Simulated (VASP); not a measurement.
**TiSe2: relaxation of cell and atoms with PBE+D3(BJ)**

Slab: TiSe2, a slab with vacuum.

```xyz
9
Lattice="3.4793 0.0000 0.0000 -1.7397 3.0132 0.0000 0.0000 0.0000 33.0724" Properties=species:S:1:pos:R:3 pbc="T T T"
Se    1.7397    1.0044    9.0464
Se    0.0000    2.0088   12.1743
Se    1.7397    1.0044   14.9783
Se    0.0000    2.0088   18.0941
Se    1.7397    1.0044   20.8981
Se    0.0000    2.0088   24.0260
Ti    0.0000    0.0000   10.6212
Ti    0.0000    0.0000   16.5362
Ti    0.0000    0.0000   22.4513
```

```json
{
 "Program": "VASP 6.6.1",
 "Task": "relaxation of cell and atoms",
 "Functional": "PBE",
 "Dispersion": "D3(BJ)",
 "Potentials or basis": "VASP PAW PBE potentials, release 64 (Se, Ti_sv)",
 "Cutoff": "600 eV",
 "k mesh": "12 × 12 × 1",
 "Occupations": "gaussian, width 0.03 eV",
 "Spin": "no spin polarisation",
 "Further INCAR settings": "ALGO = Normal; EDIFF = 1e-07; IBRION = 2; EDIFFG = -0.005; NSW = 90; ISIF = 3"
}
```

The relaxed volume is 38.49 Å³/atom, the relaxed cell is a = 3.478 Å, b = 3.478 Å, c = 33.072 Å, α = 90.00°, β = 90.00°, γ = 120.00° and the space group after relaxing (to 0.05 Å) is P-3m1 (No. 164). The energy gained by relaxing is 0.0 meV/atom. The ionic steps are 4 and the largest force after relaxing is 0.004 eV/Å. The band gap on the k mesh is none (metal or under the smearing width) and the dispersion energy per atom is -0.398 eV.

Forces in eV/Å, atoms in the order of the input:
```
Se   0.000  0.000 -0.002
Se   0.000  0.000  0.001
Se   0.000  0.000 -0.003
Se   0.000  0.000  0.003
Se   0.000  0.000 -0.001
Se   0.000  0.000  0.002
Ti   0.000  0.000  0.004
Ti   0.000  0.000  0.000
Ti   0.000  0.000 -0.004
```

Final structure:
```cif
data_structure
_symmetry_space_group_name_H-M 'P 1'
_symmetry_Int_Tables_number 1
_cell_length_a 3.4779
_cell_length_b 3.4779
_cell_length_c 33.0724
_cell_angle_alpha 90.000
_cell_angle_beta 90.000
_cell_angle_gamma 120.000
_cell_volume 346.44
loop_
_atom_site_label
_atom_site_type_symbol
_atom_site_fract_x
_atom_site_fract_y
_atom_site_fract_z
_atom_site_occupancy
Se1 Se 0.66667 0.33333 0.27351 1
Se2 Se 0.33333 0.66667 0.36816 1
Se3 Se 0.66667 0.33333 0.45289 1
Se4 Se 0.33333 0.66667 0.54711 1
Se5 Se 0.66667 0.33333 0.63184 1
Se6 Se 0.33333 0.66667 0.72649 1
Ti1 Ti 0.00000 0.00000 0.32115 1
Ti2 Ti 0.00000 0.00000 0.50000 1
Ti3 Ti 0.00000 0.00000 0.67885 1
```

Levels at points of the mesh, in eV from the Fermi level:
```
           k point  band 32  band 33  band 34  band 35  band 36  band 37  band 38  band 39  band 40  band 41
(0.00, 0.00, 0.00)     0.43     0.52     0.52     0.54     0.54     0.54     0.54     0.58     0.58     0.65
(0.50, 0.00, 0.00)    -1.90    -1.38    -1.21    -0.99    -0.85    -0.17    -0.04     0.04     1.49     1.50
```

Run time: 4.1 min on 4 MPI ranks on Intel(R) Xeon(R) 6975P-C (Granite Rapids), with other jobs on the host, peak memory 0.72 GiB a rank.
